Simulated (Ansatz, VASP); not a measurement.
## AlN in VASP and in Ansatz

```
Al N
1.0
     3.18130    0.00000    0.00000
    -1.59065    2.75509    0.00000
     0.00000    0.00000    5.33910
Al N
2 2
Direct
  0.33333 0.66667 0.00395
  0.66667 0.33333 0.50395
  0.33333 0.66667 0.38105
  0.66667 0.33333 0.88105
```

Alike in both runs: functional LDA; k mesh 9 × 9 × 6; occupations gaussian, width 0.05 eV; no spin polarisation.

Ansatz relaxed the structure, and its values are those at the end. VASP's run is a single point on that final structure, the one shown.

|  | VASP | Ansatz |
| --- | --- | --- |
| version | VASP 6.6.1 | Ansatz 0.2.0 |
| potentials or method | VASP PAW LDA potentials, release 64 (Al, N) | scalar-relativistic, plane waves, PAW |
| plane-wave cutoff (eV) | 520 | 520 |
| valence electrons in the cell | 16 | 16 |

Ansatz gave:

- gap on the k mesh at the Fermi level (eV): 3.28
- least direct gap on the mesh (eV): 3.28
- pressure (GPa): -21.6
- rms of the force components (eV/Å): 0.000

Q: What did VASP give for the same quantities?

A: gap on the k mesh at the Fermi level (eV): 3.28; least direct gap on the mesh (eV): 3.28; pressure (GPa): -21.3; rms of the force components (eV/Å): 0.005.

Ansatz warned: «pseudo_functional_mismatch».

Caveats: so large a pressure means that the cell lies far from this level's equilibrium, or that cutoff or potentials fall short (VASP). A hybrid or GW would open this gap; LDA tends to underestimate it.
